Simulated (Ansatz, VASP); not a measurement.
**One calculation of WC (Qusongite), two programs**

```
CELL_PARAMETERS angstrom
2.90650 0.00000 0.00000
-1.45325 2.51710 0.00000
0.00000 0.00000 2.83660
ATOMIC_POSITIONS crystal
W 0.00594 0.00668 0.01947
C 0.68209 0.32485 0.51994
```

Change from the starting cell: atoms moved at random, drawn with an rms of 0.05 Å.

Alike in both runs: task single point; functional PBE; k mesh 10 × 10 × 9; occupations fermi-dirac, width 0.05 eV; no spin polarisation.

|  | VASP | Ansatz |
| --- | --- | --- |
| version | VASP 6.6.1 | Ansatz 0.2.0 |
| potentials or method | VASP PAW PBE potentials, release 64 (W_sv, C) | Ansatz PAW |
| plane-wave cutoff (eV) | 520 | 420 |
| valence electrons in the cell | 18 | 18 |

VASP gave:

* gap on the k mesh at the Fermi level (eV): none
* pressure (GPa): 7.4
* largest component of the traceless stress (GPa): 2.19
* rms of the force components (eV/Å): 0.600

Question: What did Ansatz give for the same quantities?

Answer: gap on the k mesh at the Fermi level (eV): none; pressure (GPa): 6.3; largest component of the traceless stress (GPa): 2.13; rms of the force components (eV/Å): 0.598.

Atom by atom the forces differ by 0.002 eV/Å (rms over components). A gap of «none» marks a metal or a gap that the smearing closes. The functional is the same, so the differences come from potentials, cutoffs and numerics.

Caveats: the pressure holds a Pulay correction of +0.3 GPa for the finite cutoff (Ansatz). The runs have no spin-orbit coupling, so splittings on W are missing.
